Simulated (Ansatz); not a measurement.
Runs of Ansatz 0.2.0 on TiC. The structure is cubic, space group Fm-3m (No. 225). Conventional cell: a = 4.331 Å, b = 4.331 Å, c = 4.331 Å, α = 90.00°, β = 90.00°, γ = 90.00°. Ti (site symmetry m-3m) has 6 C at 2.17 Å as nearest neighbours. C (site symmetry m-3m) is surrounded by 6 Ti at 2.17 Å. The cell is a database's computed one.

```csv
level,cutoff (eV),gap on the mesh (eV),pressure (GPa),relaxed volume (Å³/atom)
r2SCAN,500,none,0.0,(a)
PBEsol,420,none,0.0,(b)
revPBE,420,none,0.0,10.31
RPBE,420,none,0.0,10.36
BLYP,420,none,0.0,10.50
LDA,420,none,0.0,9.67
```

Alike in all rows: task relaxation of cell and atoms; potentials or basis Ansatz PAW; no spin polarisation; cell relaxed; k mesh 11 × 11 × 11; smearing fermi-dirac 0.05 eV.

Question: Estimate the missing entries.

Answer: (a) 10.13; (b) 9.89.

Caveats: the plane-wave basis is chosen anew once the cell has moved, so the energies of steps on either side of that aren't comparable; the PAW data sets come from PBE, with cores solved anew for the run's functional, which leaves a small shift of forces and pressure.

A gap of «none» marks a metal or a gap under the smearing width.

Runs at the PBE level aren't shown here.
